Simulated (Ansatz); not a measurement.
Planning a run of Ansatz 0.2.0 on InSb (end member in the same supercell) (F-43m). The input:

```yaml
crystal:
  lattice:
    - [0.0, 6.5194634096, -6.5194634096]
    - [6.5194634096, 6.5194634096, 0.0]
    - [6.5194634096, 0.0, -6.5194634096]
  atoms:
    - { symbol: In, position: [0.0, 0.0, 0.0] }
    - { symbol: In, position: [0.0, 0.5, 0.0] }
    - { symbol: In, position: [0.5, 0.5, 0.0] }
    - { symbol: In, position: [0.5, 0.0, 0.0] }
    - { symbol: In, position: [0.0, 0.5, 0.5] }
    - { symbol: In, position: [0.0, 0.0, 0.5] }
    - { symbol: In, position: [0.5, 0.0, 0.5] }
    - { symbol: In, position: [0.5, 0.5, 0.5] }
    - { symbol: Sb, position: [0.875, 0.375, 0.875] }
    - { symbol: Sb, position: [0.875, 0.875, 0.875] }
    - { symbol: Sb, position: [0.375, 0.875, 0.875] }
    - { symbol: Sb, position: [0.375, 0.375, 0.875] }
    - { symbol: Sb, position: [0.875, 0.875, 0.375] }
    - { symbol: Sb, position: [0.875, 0.375, 0.375] }
    - { symbol: Sb, position: [0.375, 0.375, 0.375] }
    - { symbol: Sb, position: [0.375, 0.875, 0.375] }
kpoints:
  mp_grid: { grid: [4, 4, 4] }
  band_path:
    path:
      - [[0.0, 0.0, 0.0], [0.5, 0.0, 0.0]]
      - [[0.0, 0.5, 0.0], [0.0, 0.0, 0.0], [0.0, 0.0, 0.5]]
      - [[0.5, 0.5, 0.5], [0.0, 0.0, 0.0]]
    npoints: 10
hamiltonian:
  xc: pbesol
  pseudopotentials: { kind: paw, azcp: { folder: soft_1 }, xc_functional: pbe }
scf:
  occupations: { method: fermi_dirac, width: 0.02 }
  n_extra_bands: 9
output:
  eigenvalues: true
  write_density: true
  write_potential: true
  elf: true
  volumetric_format: npy
```

```sh
ansatz run input.yaml --threads 4 --pin off --max-ram 17510MiB --backend cpu --events-out ev --progress --plain --runs-dir out
```

How long will it take on 4 threads of Arm Neoverse V1, shared host, and how much memory?

It took 64 s; on shared hardware allow 32 s to 2.1 min. Peak host memory was 2.7 GiB. The sizes that set the cost: 10849 plane waves a state, 8 irreducible k points and 8 SCF cycles.

[Paths, hosts, dates, memory and timing lines, banners, echoed tables and standing remarks are left out of the program output.]

[Logs are printed without paths, hosts, clocks, repeated set-up lines and the standing remarks that a program may print on its own settings, such as how far it seeks lower states.]

[Runs of the session that timed out or met a known fault of the program may be left out.]

[Cells called generated may have been cut or substituted from an entry of the Crystallography Open Database or the Materials Project.]

[Hosts, paths, dates, database ids (printed as entryN), source tags and the programs' standing remarks are cut or masked in the printed files.]
